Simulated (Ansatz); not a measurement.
# How LiH answers to pressure

```
Li H
1.0
     0.00000    2.00349    2.00349
     2.00349    0.00000    2.00349
     2.00349    2.00349    0.00000
Li H
1 1
Direct
  0.00000 0.00000 0.00000
  0.50000 0.50000 0.50000
```

The structure comes from a relaxation in the same program, started in the rocksalt type, and has space group Fm-3m. Whether it is a known phase or the ground state wasn't checked.

Level of theory: DFT, PBE, all-electron LAPW, scalar-relativistic in Ansatz 0.2.0.

Numerical set-up: a Γ-centred 14×14×14 k mesh, Fermi–Dirac smearing of 0.08 eV, basis error target 1 meV/atom, no spin polarisation.

The cell is scaled evenly with fractional coordinates held. Semilocal gaps are too small, but their slopes carry over better.

| V/V(cell) | P (GPa) | gap on the k mesh (eV) |
| --- | --- | --- |
| 0.9700 | 1.14 | 2.960 |
| 1.0000 | -0.02 | 2.984 |
| 1.0300 | -1.03 | 3.005 |
| 1.0600 | -1.93 | 3.024 |

Question: From the rows at 0.9700 and 1.0300, what is the bulk modulus at the cell's volume?

Answer: B = −ΔP/Δln V = −[(-1.03) − (1.14)]/0.06002 = 36.2 GPa.

Question: What are the gap's volume deformation potential and pressure coefficient?

Answer: dEg/dln V = (3.005 − 2.960)/0.06002 = 0.75 eV, and dEg/dP = −(dEg/dln V)/B = -21 meV/GPa: pressure narrows the gap.

Question: Predict the row at V/V(cell) = 0.9405. How far is a linear estimate of P off?

Answer: P = 2.44 GPa, gap 2.935 eV. The linear estimate P(cell) − B ln(V/V(cell)) = 2.20 GPa misses by 0.24 GPa, since the modulus grows under compression.
